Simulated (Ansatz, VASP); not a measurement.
# Zn: VASP and Ansatz over several settings

```xyz
2
Lattice="2.6521 0.0000 0.0000 -1.3260 2.2968 0.0000 0.0000 0.0000 4.9327" Properties=species:S:1:pos:R:3 pbc="T T T"
Zn    1.3260    0.7656    3.6995
Zn    0.0000    1.5312    1.2332
```

Single points on this cell with VASP 6.6.1 and Ansatz 0.2.0. Each row is one pair of runs. Alike in all rows: spin: off; k mesh: 11 × 11 × 6; smearing: fermi-dirac, width 0.05 eV.

```tsv
level	VASP's potentials, cutoff	Ansatz's potentials, cutoff	gap on the k mesh at the Fermi level (eV), VASP	gap on the k mesh at the Fermi level (eV), Ansatz	pressure (GPa), VASP	pressure (GPa), Ansatz	largest component of the traceless stress (GPa), VASP	largest component of the traceless stress (GPa), Ansatz
LDA	VASP PAW LDA potentials, release 64 (Zn), 520 eV	Ansatz PAW, 420 eV	none	none	-7.3	-7.9	0.57	0.75
PBE	VASP PAW PBE potentials, release 64 (Zn), 520 eV	Ansatz PAW, 420 eV	none	none	1.4	0.8	1.13	1.01
r2SCAN	VASP PAW PBE potentials, release 64 (Zn), 520 eV	Ansatz PAW, 500 eV	none	none	-3.0	-3.3	0.53	0.34
```

Pressure (GPa): the two programs differ by at most 0.64; largest component of the traceless stress (GPa): the two programs differ by at most 0.196.

A gap of «none» marks a metal or a gap that the smearing closes.

Caveats: the PAW data sets were made with another functional, which shifts forces and pressure a little (VASP); the PAW data sets come from PBE, with cores solved anew for the run's functional, which leaves a small shift of forces and pressure (Ansatz).
